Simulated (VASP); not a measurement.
Input of a VASP 6.6.1 run:

Contents of INCAR:

```
SYSTEM = Fe2Si
PREC = Accurate
ENCUT = 500
EDIFF = 1E-6
ISMEAR = 0
SIGMA = 0.05
LREAL = .FALSE.
LASPH = .TRUE.
NELM = 120
ALGO = Fast
ISIF = 2
LWAVE = .FALSE.
LCHARG = .FALSE.
ISPIN = 2
MAGMOM = 3 3 3 3 0 0
LORBIT = 11
LMAXMIX = 4
GGA = PS
```

File KPOINTS:

```
Automatic mesh
0
G
  8 8 6
  0 0 0
```

The input POSCAR:

```
Fe2Si
3.8999
    1.000010060950      0.000000000000      0.000000000000
   -0.500005030488      0.866034116824      0.000000000000
    0.000000000000      0.000000000000      1.235273489064
Fe Si
4 2
Direct
    0.0000000000      0.0000000000      0.0000000000
    0.0000000000      0.0000000000      0.5000000000
    0.6666666667      0.3333333333      0.3209279000
    0.3333333333      0.6666666667      0.6790721000
    0.3333333333      0.6666666667      0.1811830400
    0.6666666667      0.3333333333      0.8188169600
```

Potentials or basis: VASP PAW PBE potentials, release 64 (Fe, Si).

The run is started by

```console
$ cat potpaw_PBE.64/Fe/POTCAR potpaw_PBE.64/Si/POTCAR > POTCAR
$ mpirun -np 1 vasp_std > vasp.out
```

Task: Predict the site moments.

Result: Fe +0.14, +2.54, +0.69; Si -0.02 μB.

Task: What does it give for the pressure?

Result: -3.9 GPa.

Stress tensor (GPa, compression positive):
```
-3.42  0.00  0.00
 0.00 -3.42  0.00
 0.00  0.00 -4.80
```

Caveat: the PAW data sets were made with another functional, which shifts forces and pressure a little.
